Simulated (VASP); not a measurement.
Set up this calculation in VASP 6.6.1, as the native input.

```
Task                               : single point
Functional                         : HSE06
Potentials or basis                : VASP PAW PBE potentials, release 64 (Li_sv, H)
Cutoff                             : 520 eV
k mesh                             : 4 × 4 × 4
Occupations                        : gaussian, width 0.01 eV
Spin                               : no spin polarisation
Dipole correction                  : no
Exchange at q = 0                  : truncated
Grid for exact exchange (PRECFOCK) : Normal
Screening parameter                : 0.2079 1/A
Further INCAR settings             : ALGO = Normal; EDIFF = 1e-06; NBANDS = 9
```

The system is LiH.

```
CELL_PARAMETERS angstrom
2.50166 0.00000 0.00000
0.00000 2.50166 0.00000
0.00000 0.00000 2.50166
ATOMIC_POSITIONS crystal
Li 0.00000 0.00000 0.00000
H 0.50000 0.50000 0.50000
```

The cell was built by a generator and needn't be a form met in nature.

These files were run (other wordings do the same):

POSCAR

```
LiH
1.0
    2.5016587118      0.0000000000      0.0000000000
    0.0000000000      2.5016587118      0.0000000000
    0.0000000000      0.0000000000      2.5016587118
Li H
1 1
Direct
    0.0000000000      0.0000000000      0.0000000000
    0.5000000000      0.5000000000      0.5000000000
```

INCAR.step1

```
SYSTEM = LiH
ALGO     = Normal         ! electronic algorithm
EDIFF    = 1E-5           ! SCF threshold, eV
ENCUT    = 520            ! plane-wave cutoff, eV
GGA      = PE             ! functional
ISIF     = 2              ! what is computed and relaxed
ISMEAR   = 0              ! smearing method
LASPH    = .True.         ! aspherical terms in the spheres
LREAL    = .False.        ! projectors in reciprocal space
LWAVE    = .True.         ! write WAVECAR
NBANDS   = 9              ! bands
NELM     = 60             ! most SCF steps
PREC     = Accurate       ! precision mode
SIGMA    = 0.01           ! smearing width, eV
```

INCAR.step2

```
SYSTEM = LiH
ALGO     = Normal         ! electronic algorithm
EDIFF    = 1E-6           ! SCF threshold, eV
ENCUT    = 520            ! plane-wave cutoff, eV
GGA      = PE             ! functional
HFSCREEN = 0.2079         ! screening, 1/A
ISIF     = 2              ! what is computed and relaxed
ISMEAR   = 0              ! smearing method
ISTART   = 1            
LASPH    = .True.         ! aspherical terms in the spheres
LCHARG   = .True.         ! write CHGCAR
LELF     = .True.         ! ELF
LHFCALC  = .True.         ! exact exchange
LREAL    = .False.        ! projectors in reciprocal space
LVHAR    = .True.       
LWAVE    = .False.        ! write WAVECAR
NBANDS   = 9              ! bands
NELM     = 60             ! most SCF steps
PREC     = Accurate       ! precision mode
PRECFOCK = Normal       
SIGMA    = 0.01           ! smearing width, eV
```

KPOINTS

```
k-points
0
Gamma
  4 4 4
  0 0 0
```

Potentials or basis: VASP PAW PBE potentials, release 64 (Li_sv, H).

Run with:

```sh
$ cat potpaw_PBE.64/Li_sv/POTCAR potpaw_PBE.64/H/POTCAR > POTCAR
$ cp INCAR.step1 INCAR
$ mpirun -np 1 vasp_std > vasp.out
$ cp INCAR.step2 INCAR
$ mpirun -np 1 vasp_std > vasp.out
```

It gave:

The band gap on the k mesh is 1.46 eV, indirect (least direct gap 5.29 eV).

Caveat: the k mesh is coarse (spacing up to 0.63 Å⁻¹), so the values aren't converged, least of all with exact exchange.

It used 12 s of CPU time on 1 thread of AMD EPYC 7R13 Processor (Zen 3) (shared host), which was overloaded at the time.
